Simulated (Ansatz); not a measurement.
Energy landscape near a Mg structure

The calculation used DFT PBE, scalar-relativistic, plane waves, PAW (Ansatz 0.2.0).

Plane waves to 420 eV, a k mesh through Γ of 15×15×14 on the computed 1-atom cell and Gaussian smearing (0.10 eV); no spin polarisation.

Reference cell:

```
Mg
1.0
     3.05030    0.00000    0.00000
    -1.52515    2.64164    0.00000
     0.00000    0.00000    3.04484
Mg
1
Direct
  0.00000 0.00000 0.00000
```

Each variant moves atoms of this cell by the vectors given, if any (Å), and then applies a symmetric strain (tensor components, Cartesian axes). The reference cell isn't relaxed at this level. Energies are per atom at zero smearing, counted from the lowest variant. Pressure is positive in compression.

1. strain (xx yy zz yz xz xy, %) 6.87 6.87 -2.13 0.00 0.00 0.00
2. strain (xx yy zz yz xz xy, %) -6.04 -6.04 2.96 0.00 0.00 0.00
3. strain (xx yy zz yz xz xy, %) 0.23 0.23 9.23 0.00 0.00 0.00

```json
{"result": "A", "ΔE (meV/atom)": "15.2", "P (GPa)": "-1.66"}
{"result": "B", "ΔE (meV/atom)": "0.0", "P (GPa)": "-0.36"}
{"result": "C", "ΔE (meV/atom)": "78.7", "P (GPa)": "6.60"}
```

Problem. Which variant gave which result?

Solution. A is 1, B is 3, C is 2. The pressure falls as the cell grows: from the smallest volume to the largest the variants are 2, 3, 1.

This form isn't the element's structure at ambient conditions.